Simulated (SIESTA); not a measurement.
# PbSe (Clausthalite) (Fm-3m) in SIESTA: notebook, part 2 of 2

SIESTA 5.4.2. Earlier steps stand in the parts before.

## 5. Single point, LDA, 28.10 Å³/atom

PbSe.fdf reads:

```
SystemName                      Clausthalite
SystemLabel                     PbSe
NumberOfSpecies                 2
NumberOfAtoms                   2
%block ChemicalSpeciesLabel
  1  82 Pb
  2  34 Se
%endblock ChemicalSpeciesLabel

LatticeConstant                 1.0 Ang
%block LatticeVectors
     0.0000000000     3.0401081059     3.0401081059
     3.0401081059     0.0000000000     3.0401081059
     3.0401081059     3.0401081059     0.0000000000
%endblock LatticeVectors
AtomicCoordinatesFormat         Fractional
%block AtomicCoordinatesAndAtomicSpecies
     0.0000000000     0.0000000000     0.0000000000  1  Pb
     0.5000000000     0.5000000000     0.5000000000  2  Se
%endblock AtomicCoordinatesAndAtomicSpecies

%block kgrid.MonkhorstPack
    8   0   0  0.0
    0   8   0  0.0
    0   0   8  0.0
%endblock kgrid.MonkhorstPack
XC.Functional                   LDA
XC.Authors                      PW92
PAO.BasisSize                   DZP
PAO.EnergyShift                 0.003 Ry
Mesh.Cutoff                     500 Ry
OccupationFunction              FD
ElectronicTemperature           0.05 eV
MaxSCFIterations                120
SCF.MustConverge                false
SCF.Mixer.Method                Pulay
SCF.Mixer.Weight                0.25
SCF.Mixer.History               8
SCF.DM.Tolerance                5.0e-05
SCF.H.Tolerance                 1.0e-03 eV
WriteForces                     true
Charge.Mulliken                 end
%block PAO.Basis
  Pb 4
  n=6 0 2
    6.142 0.000
  n=6 1 2
    8.773 0.000
  n=5 2 2
    4.164 0.000
  n=6 2 1
    8.773
  Se 4
  n=4 0 2
    5.129 0.000
  n=4 1 2
    6.695 0.000
  n=3 2 2
    2.657 0.000
  n=4 2 1
    6.695
%endblock PAO.Basis
```

On the command line:

```
$ siesta PbSe.fdf > PbSe.out 2>&1
```

Run time: 37 s. Hardware: 1 thread of Arm Neoverse V1, shared host; peak memory 0.23 GiB.

The run converged. Its results:

| Quantity | Value |
| --- | --- |
| Free energy | -5209.6803 eV |
| Pressure | 0.5 GPa |
| Band gap on the k mesh | 0.21 eV, direct |

Caveat: spin-orbit coupling is left out, which as a rule narrows the gap of such compounds by several tenths of an eV; the basis of atomic orbitals isn't converged, which shifts pressures, moduli and gaps.

## 6. Single point, LDA, 28.67 Å³/atom

Edit PbSe.fdf of step 5 so:

```diff
@@ -11,5 +11,5 @@
 %block LatticeVectors
-     0.0000000000     3.0401081059     3.0401081059
-     3.0401081059     0.0000000000     3.0401081059
-     3.0401081059     3.0401081059     0.0000000000
+     0.0000000000     3.0606500000     3.0606500000
+     3.0606500000     0.0000000000     3.0606500000
+     3.0606500000     3.0606500000     0.0000000000
 %endblock LatticeVectors
```

Potentials or basis: PseudoDojo 0.4 standard (LDA files), DZP (energy shift 0.003 Ry; two zetas on semicore shells).

On the command line:

```
$ siesta PbSe.fdf > PbSe.out 2>&1
```

Wall time 36 s (1 thread of Arm Neoverse V1, shared host); peak memory 0.22 GiB.

The run converged. Its results:

```yaml
Free_energy: -5209.6793 eV
Pressure: -0.7 GPa
Band_gap_on_the_k_mesh: 0.28 eV, direct
```

Caveat: spin-orbit coupling is left out, which as a rule narrows the gap of such compounds by several tenths of an eV; the basis of atomic orbitals isn't converged, which shifts pressures, moduli and gaps.

## 7. Single point, LDA, 29.24 Å³/atom

Edit PbSe.fdf of step 6 so:

```diff
@@ -11,5 +11,5 @@
 %block LatticeVectors
-     0.0000000000     3.0606500000     3.0606500000
-     3.0606500000     0.0000000000     3.0606500000
-     3.0606500000     3.0606500000     0.0000000000
+     0.0000000000     3.0809197960     3.0809197960
+     3.0809197960     0.0000000000     3.0809197960
+     3.0809197960     3.0809197960     0.0000000000
 %endblock LatticeVectors
```

On the command line:

```
$ siesta < PbSe.fdf > PbSe.out 2>&1
```

Wall time 35 s (1 thread of Arm Neoverse V1, shared host); peak memory 0.22 GiB.

Results (log left out):

| Property | Result |
| --- | --- |
| Free energy | -5209.6704 eV |
| Pressure | -1.7 GPa |
| Band gap on the k mesh | 0.34 eV, direct |

Caveat: spin-orbit coupling is left out, which as a rule narrows the gap of such compounds by several tenths of an eV; the basis of atomic orbitals isn't converged, which shifts pressures, moduli and gaps.

## 8. Single point, LDA, 29.82 Å³/atom

Edit PbSe.fdf of step 7 so:

```diff
@@ -11,5 +11,5 @@
 %block LatticeVectors
-     0.0000000000     3.0809197960     3.0809197960
-     3.0809197960     0.0000000000     3.0809197960
-     3.0809197960     3.0809197960     0.0000000000
+     0.0000000000     3.1009263293     3.1009263293
+     3.1009263293     0.0000000000     3.1009263293
+     3.1009263293     3.1009263293     0.0000000000
 %endblock LatticeVectors
```

On the command line:

```
$ siesta < PbSe.fdf > PbSe.out 2>&1
```

Run time: 35 s. Hardware: 1 thread of Arm Neoverse V1, shared host; peak memory 0.23 GiB.

It converged, with:

* Free energy: -5209.6546 eV
* Pressure: -2.6 GPa
* Band gap on the k mesh: 0.40 eV, direct

Caveat: spin-orbit coupling is left out, which as a rule narrows the gap of such compounds by several tenths of an eV; the basis of atomic orbitals isn't converged, which shifts pressures, moduli and gaps.

## 9. Single point, LDA, 30.39 Å³/atom

Edit PbSe.fdf of step 8 so:

```diff
@@ -11,5 +11,5 @@
 %block LatticeVectors
-     0.0000000000     3.1009263293     3.1009263293
-     3.1009263293     0.0000000000     3.1009263293
-     3.1009263293     3.1009263293     0.0000000000
+     0.0000000000     3.1206779849     3.1206779849
+     3.1206779849     0.0000000000     3.1206779849
+     3.1206779849     3.1206779849     0.0000000000
 %endblock LatticeVectors
```

Potentials or basis: PseudoDojo 0.4 standard (LDA files), DZP (energy shift 0.003 Ry; two zetas on semicore shells).

On the command line:

```
$ siesta < PbSe.fdf > PbSe.out 2>&1
```

Wall time 36 s (1 thread of Arm Neoverse V1, shared host); peak memory 0.23 GiB.

It converged, with:

* Free energy: -5209.6328 eV
* Pressure: -3.5 GPa
* Band gap on the k mesh: 0.45 eV, direct

Caveat: spin-orbit coupling is left out, which as a rule narrows the gap of such compounds by several tenths of an eV; the basis of atomic orbitals isn't converged, which shifts pressures, moduli and gaps.

## 10. Equation of state, LDA

No new run: the results of the series are fitted here.

Results:

```yaml
Equilibrium_volume: 28.30 Å³/atom
Bulk_modulus: 57 GPa
Pressure_derivative_of_the_bulk_modulus: "4.3 (rough: it moves with the points fitted)"
```

Energy against volume, from the lowest point:
| volume (Å³/atom) | energy (meV/atom) |
| --- | --- |
| 26.951 | 12.23 |
| 27.524 | 3.77 |
| 28.097 | 0.00 |
| 28.671 | 0.51 |
| 29.244 | 4.96 |
| 29.818 | 12.83 |
| 30.391 | 23.74 |

Caveat: the basis of atomic orbitals isn't converged, which shifts pressures, moduli and gaps. Zero-point motion and thermal expansion aren't in these numbers.

## 11. The reference run

An earlier run on the cell as given: functional PBEsol; potentials or basis PseudoDojo 0.4 standard (PBEsol files); basis DZP (energy shift 0.003 Ry; two zetas on semicore shells); grid cutoff 500 Ry; energy shift 0.003 Ry; k mesh 8 × 8 × 8; occupations fermi-dirac, width 0.05 eV; no spin polarisation.

* Pressure: 0.9 GPa
* Band gap on the k mesh: 0.29 eV, direct
* Hirshfeld charges: Pb +0.21; Se -0.21 e
* Voronoi charges: Pb +0.27; Se -0.27 e

## 12. Overview

```tsv
task	level	potentials or basis	gap on the mesh (eV)	pressure (GPa)
band structure	vdW-DF-cx	PseudoDojo 0.4 standard (PBE files), DZP (energy shift 0.003 Ry; two zetas on semicore shells)	0.35	1.6
equation of state	LDA	PseudoDojo 0.4 standard (LDA files), DZP (energy shift 0.003 Ry; two zetas on semicore shells)	-	-
single point	PBEsol	PseudoDojo 0.4 standard (PBEsol files), DZP (energy shift 0.003 Ry; two zetas on semicore shells)	0.29	0.9
```

Alike in all rows: no spin polarisation; cell as given; k mesh 8 × 8 × 8; smearing fermi-dirac 0.05 eV; grid cutoff 500 Ry; energy shift 0.003 Ry.

Caveats: the basis of atomic orbitals isn't converged, which shifts pressures, moduli and gaps; spin-orbit coupling is left out, which as a rule narrows the gap of such compounds by several tenths of an eV (some runs); the potentials were made for another functional, which shifts forces and pressure (some runs).

Absolute energies hang on the potentials; compare differences alone.

## 13. Against experiment

Step 2. Against the measured gap of PbSe, 0.28 eV (direct; 300 K; a printed reference work, monograph), the calculated 0.35 eV is off by +0.07 eV. 2 values of this kind are on record (0.15 to 0.28 eV); this one was drawn at random. Spin-orbit coupling on Pb, Se is left out. The value is that of vdW-DF-cx in an atomic basis (PseudoDojo 0.4 standard (PBE files), DZP (energy shift 0.003 Ry; two zetas on semicore shells)), whose error adds to the functional's,, without temperature or zero-point motion.
